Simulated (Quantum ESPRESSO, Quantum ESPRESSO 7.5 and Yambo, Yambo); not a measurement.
# As (buckled honeycomb monolayer): G0W0 with Yambo, start to end

Wanted: ground state, empty states, screening and self-energy for As (buckled honeycomb monolayer).

Program: Quantum ESPRESSO 7.5 and Yambo 5.3.0. Level of theory: PBE and many-body steps on it, plane waves. Results are calculated unless marked as measured.

This is a report of a sequence of runs, with most program output left out.

## 1. The structure

The cell holds 2 atoms: 2 As. Cell: a = 3.611 Å, b = 3.611 Å, c = 14.000 Å, α = 90.0°, β = 90.0°, γ = 120.0°. Vacuum lies along c.

Coordinates:

```cif
data_structure
_symmetry_space_group_name_H-M 'P 1'
_symmetry_Int_Tables_number 1
_cell_length_a 3.6113
_cell_length_b 3.6113
_cell_length_c 14.0000
_cell_angle_alpha 90.000
_cell_angle_beta 90.000
_cell_angle_gamma 120.000
_cell_volume 158.12
loop_
_atom_site_label
_atom_site_type_symbol
_atom_site_fract_x
_atom_site_fract_y
_atom_site_fract_z
_atom_site_occupancy
As1 As 0.33333 0.66667 0.45035 1
As2 As 0.66667 0.33333 0.54965 1
```

The structure was relaxed with PBE. The runs that relaxed it are not among those shown.

## 2. Ground state

This step: Quantum ESPRESSO 7.5; DFT, PBE, plane waves, norm-conserving pseudopotentials.

The ground-state density comes first.

Input file pw.in:

```
&control
  calculation = 'scf'
  prefix = 'x'
  outdir = 'o'
  pseudo_dir = 'pseudo'
/
&system
  ibrav = 0
  nat = 2
  ntyp = 1
  ecutwfc = 100.0
  nbnd = 28
  force_symmorphic = .true.
/
&electrons
  conv_thr = 1e-10
  electron_maxstep = 80
  mixing_beta = 0.5
/
ATOMIC_SPECIES
  As 74.922 As.upf
CELL_PARAMETERS angstrom
  3.6112698141 -0.0000000000 0.0000000000
  -1.8056349070 3.1274513989 0.0000000000
  0.0000000000 0.0000000000 14.0000000000
ATOMIC_POSITIONS crystal
  As 0.3333333333 0.6666666667 0.4503483115
  As 0.6666666667 0.3333333333 0.5496516885
K_POINTS automatic
  12 12 1 0 0 0
```

Launch:

```bash
$ OMP_NUM_THREADS=1 mpirun -n 8 pw.x -nk 8 -in pw.in > pw.out
```

Wall time 57 s (8 MPI ranks of Arm Neoverse N1, shared host); peak memory 1.4 GiB; 7.6 min of CPU time.

Numbers from this step:

```
total energy               : -16612.8324 eV
gap                        : 1.646 eV
k of the valence top       : 0, 0, 0
k of the conduction bottom : 0, 0.3333, 0
least direct gap           : 1.948 eV
```

The gap is indirect, with the least direct gap 0.30 eV higher.

## 3. Bands along the symmetry lines

Levels along a band path, at the cheap level, show where the edges lie and whether the meshes to come will hold them.

Input file pw.in:

```
&control
  calculation = 'bands'
  prefix = 'x'
  outdir = 'o'
  pseudo_dir = 'pseudo'
/
&system
  ibrav = 0
  nat = 2
  ntyp = 1
  ecutwfc = 100.0
  nbnd = 29
  force_symmorphic = .true.
/
&electrons
  conv_thr = 1e-9
  electron_maxstep = 80
  diago_full_acc = .true.
  diago_thr_init = 5e-6
/
ATOMIC_SPECIES
  As 74.922 As.upf
CELL_PARAMETERS angstrom
  3.6112698141 -0.0000000000 0.0000000000
  -1.8056349070 3.1274513989 0.0000000000
  0.0000000000 0.0000000000 14.0000000000
ATOMIC_POSITIONS crystal
  As 0.3333333333 0.6666666667 0.4503483115
  As 0.6666666667 0.3333333333 0.5496516885
K_POINTS crystal
  25
  0.00000000 0.00000000 0.00000000 1
  0.06250000 0.00000000 0.00000000 1
  0.12500000 0.00000000 0.00000000 1
  0.18750000 0.00000000 0.00000000 1
  0.25000000 0.00000000 0.00000000 1
  0.31250000 0.00000000 0.00000000 1
  0.37500000 0.00000000 0.00000000 1
  0.43750000 0.00000000 0.00000000 1
  0.50000000 0.00000000 0.00000000 1
  0.47916667 0.04166667 0.00000000 1
  0.45833333 0.08333333 0.00000000 1
  0.43750000 0.12500000 0.00000000 1
  0.41666666 0.16666666 0.00000000 1
  0.39583333 0.20833333 0.00000000 1
  0.37500000 0.25000000 0.00000000 1
  0.35416666 0.29166666 0.00000000 1
  0.33333333 0.33333333 0.00000000 1
  0.29166666 0.29166666 0.00000000 1
  0.25000000 0.25000000 0.00000000 1
  0.20833333 0.20833333 0.00000000 1
  0.16666666 0.16666666 0.00000000 1
  0.12500000 0.12500000 0.00000000 1
  0.08333333 0.08333333 0.00000000 1
  0.04166667 0.04166667 0.00000000 1
  0.00000000 0.00000000 0.00000000 1
```

Run time: 20 s. Hardware: 8 MPI ranks; peak memory 1.1 GiB.

This step gave:

| Property | Result |
| --- | --- |
| gap | 1.630 eV |
| k of the valence top | 0, 0, 0 |
| k of the conduction bottom | 0.3125, 0, 0 |
| least direct gap | 1.948 eV |

The gap is 1.630 eV, −0.015 eV from the run before at this level.

Electronic bands along the path, in eV, zero at the top of the highest filled band:

| point | band 20 | band 21 | band 22 | band 23 | band 24 | band 25 | band 26 | band 27 |
| --- | --- | --- | --- | --- | --- | --- | --- | --- |
| Γ | -7.16 | -0.52 | 0.00 | 0.00 | 1.95 | 3.50 | 3.50 | 4.57 |
| halfway | -7.35 | -3.17 | -1.14 | -0.41 | 1.75 | 4.31 | 4.42 | 5.53 |
| M | -9.08 | -3.38 | -1.86 | -1.54 | 2.00 | 3.18 | 4.52 | 6.29 |
| halfway | -9.22 | -3.72 | -2.43 | -1.55 | 2.70 | 3.66 | 4.20 | 6.82 |
| K | -9.91 | -4.32 | -1.96 | -1.96 | 2.04 | 4.59 | 4.59 | 8.05 |
| halfway | -7.52 | -3.17 | -2.23 | -0.39 | 2.80 | 3.49 | 4.72 | 5.81 |
| Γ | -7.16 | -0.52 | 0.00 | 0.00 | 1.95 | 3.50 | 3.50 | 4.57 |

## 4. Empty states on the mesh, 6×6×1 mesh, 233 bands

The sums over transitions need many empty states on a uniform mesh; this step solves for them.

Input file pw.in:

```
&control
  calculation = 'nscf'
  prefix = 'x'
  outdir = 'o'
  pseudo_dir = 'pseudo'
/
&system
  ibrav = 0
  nat = 2
  ntyp = 1
  ecutwfc = 100.0
  nbnd = 233
  force_symmorphic = .true.
/
&electrons
  conv_thr = 1e-9
  electron_maxstep = 80
  diago_full_acc = .true.
  diago_thr_init = 5e-6
/
ATOMIC_SPECIES
  As 74.922 As.upf
CELL_PARAMETERS angstrom
  3.6112698141 -0.0000000000 0.0000000000
  -1.8056349070 3.1274513989 0.0000000000
  0.0000000000 0.0000000000 14.0000000000
ATOMIC_POSITIONS crystal
  As 0.3333333333 0.6666666667 0.4503483115
  As 0.6666666667 0.3333333333 0.5496516885
K_POINTS automatic
  6 6 1 0 0 0
```

Launch:

```bash
$ OMP_NUM_THREADS=1 mpirun -n 8 pw.x -nk 4 -in pw.in > pw.out
```

It took 87 s on 8 MPI ranks; peak memory 1.9 GiB; 12 min of CPU time.

Numbers from this step:

```yaml
gap: 1.646 eV
k_of_the_valence_top: 0, 0, 0
k_of_the_conduction_bottom: 0, 0.3333, 0
least_direct_gap: 1.948 eV
k_points_computed: 7
lowest_point_of_the_top_converged_band_above_the_valence_top: 66.5999 eV
```

On this mesh the gap is 1.646 eV.

## 5. Conversion and set-up

This step: Yambo 5.3.0; conversion and set-up on PBE, plane waves, norm-conserving pseudopotentials.

The states are converted to the many-body program's format and the q mesh is built.

Launch:

```bash
$ (cd o/x.save; p2y > p2y.log; mv SAVE ../..); yambo > setup.log
```

It took 3.7 s on 1 MPI rank; peak memory 0.26 GiB.

## 6. Screening and self-energy, 6×6×1 mesh, 233 bands, screening to 136.1 eV

G0W0 replaces the xc potential by the self-energy, built once from these orbitals. Only a window of levels is corrected, while the sums run over the empty bands that the input names.

This step: G0W0 on PBE, plane waves, norm-conserving pseudopotentials.

Input file gw3.in:

```
HF_and_locXC
gw0
dyson
ppa
em1d
rim_cut
rim_w
RandQpts= 3000000
RandGvec= 100 RL
CUTGeo= "slab z"
RandGvecW= 9 RL
EXXRLvcs= 100 Ry
VXCRLvcs= 400 Ry
Chimod= "HARTREE"
% BndsRnXp
 1 | 233 |
%
NGsBlkXp= 10 Ry
% LongDrXp
 1 | 1 | 0 |
%
% GbndRnge
 1 | 233 |
%
DysSolver= "n"
ExtendOut
PPAPntXp= 27.21138 eV
% QPkrange
 1 | 1 | 22 | 25 |
 3 | 3 | 22 | 25 |
%
```

Launch:

```bash
$ OMP_NUM_THREADS=1 mpirun -n 8 yambo -F gw3.in -J gw3 -C gw3 > gw3.log
```

Elapsed: 15 min, on 8 MPI ranks; peak memory 7.7 GiB.

Numbers from this step:

```
G0W0 gap on the points computed              : 2.632 eV
starting gap on the mesh                     : 1.646 eV
k of the valence top                         : 0, 0, 0
k of the conduction bottom                   : 0, 0.3333, 0
least direct G0W0 gap on the computed points : 3.071 eV
Z at the valence top                         : 0.7366
Z at the conduction bottom                   : 0.7441
```

The gap on the mesh goes from 1.65 eV to 2.63 eV, a correction of +0.99 eV.

Limits: finite bands, cutoff and mesh; no spin-orbit coupling. v1 is the top filled band, c1 the lowest empty one. The levels before and after the correction (eV, zero at the valence-band top of each column):

|  | conduction bottom | valence top |
| --- | --- | --- |
| Kohn-Sham | 1.65 | 0.00 |
| G0W0 | 2.63 | 0.00 |

|  | level | energy (eV) |
| --- | --- | --- |
| Kohn-Sham | Γ v2-v1 | 0.000 |
| Kohn-Sham | Γ c1 | 1.948 |
| Kohn-Sham | Γ c2 | 3.500 |
| Kohn-Sham | (0 0.333 0) v2 | -1.527 |
| Kohn-Sham | (0 0.333 0) v1 | -0.745 |
| Kohn-Sham | (0 0.333 0) c1 | 1.646 |
| Kohn-Sham | (0 0.333 0) c2 | 3.865 |
| G0W0 | Γ v2-v1 | 0.000 |
| G0W0 | Γ c1 | 3.071 |
| G0W0 | Γ c2 | 4.745 |
| G0W0 | (0 0.333 0) v2 | -1.631 |
| G0W0 | (0 0.333 0) v1 | -0.941 |
| G0W0 | (0 0.333 0) c1 | 2.632 |
| G0W0 | (0 0.333 0) c2 | 4.930 |

## 7. Where the time went

Times are wall times on the hardware named with each run, good to a factor of about two.

| step | time | share | memory (GiB) |
| --- | --- | --- | --- |
| ground state | 57 s | 5 % | 1.4 |
| bands along the symmetry lines | 20 s | 2 % | 1.1 |
| empty states on the mesh | 87 s | 8 % | 1.9 |
| conversion and set-up | 3.7 s | 0 % | 0.26 |
| screening and self-energy | 15 min | 84 % | 7.7 |

## 8. Outcome

```json
{
 "PBE gap": "1.63 eV, indirect",
 "G0W0 gap on the mesh": "2.63 eV",
 "GW settings": "6×6×1 mesh, 233 bands, screening to 136.1 eV, Godby-Needs plasmon pole",
 "known limits": "not at the basis limit; no spin-orbit coupling"
}
```

In words: G0W0 moves the gap on the mesh from 1.65 eV to 2.63 eV (+0.99 eV), with Z of 0.74 and 0.74 at the edges. Only 2 of the mesh's irreducible points were corrected, so a valley elsewhere could overtake. The dearest step here is «screening and self-energy». Bands and cutoff are finite, so the gap is not at the basis limit. The miss can reach some tenths of an eV and take either sign; the mesh is an error of its own. In the G0W0 run levels were corrected at 2 k points alone, so a gap called «on the mesh» is the least over those, and an edge elsewhere would be missed. The many-body steps are scalar-relativistic: spin-orbit coupling is not in them.

[Paths, hosts, dates, memory and timing lines, banners, echoed tables and standing remarks are left out of the program output.]

[Logs are printed without paths, hosts, clocks, repeated set-up lines and the standing remarks that a program may print on its own settings, such as how far it seeks lower states.]

[Runs of the session that timed out or met a known fault of the program may be left out.]

[Hosts, paths, dates, database ids (printed as entryN), source tags and the programs' standing remarks are cut or masked in the printed files.]
